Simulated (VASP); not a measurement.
A run of VASP 6.6.1:

The input INCAR:

```
SYSTEM = Ca
PREC = Accurate
ENCUT = 520
EDIFF = 1E-7
ISMEAR = -1
SIGMA = 0.05
LREAL = .FALSE.
LASPH = .TRUE.
NELM = 80
ALGO = Fast
ISIF = 2
LWAVE = .FALSE.
LCHARG = .FALSE.
GGA = PE
NBANDS = 11
```

File KPOINTS:

```
Automatic mesh
0
G
  11 11 11
  0 0 0
```

The input POSCAR:

```
Ca
1.0
   -0.0558840000      2.7662580000      2.7662580000
    2.7662580000     -0.0558840000      2.7662580000
    2.7662580000      2.7662580000     -0.0558840000
Ca
1
Direct
    0.0000000000      0.0000000000      0.0000000000
```

Potentials or basis: VASP PAW PBE potentials, release 64 (Ca_sv).

Launch:

```bash
$ cat potpaw_PBE.64/Ca_sv/POTCAR > POTCAR
$ mpirun -np 1 vasp_std > vasp.out
```

Hardware: 1 thread of Intel(R) Xeon(R) Platinum 8375C CPU @ 2.90GHz (Ice Lake), on a shared host.

Question: How long does it take, and how much memory?

Answer: Run time: 110 s on 1 thread of Intel(R) Xeon(R) Platinum 8375C CPU @ 2.90GHz (Ice Lake), with other jobs on the host, peak memory 0.21 GiB. Counts: scf iterations 17, k points 146.
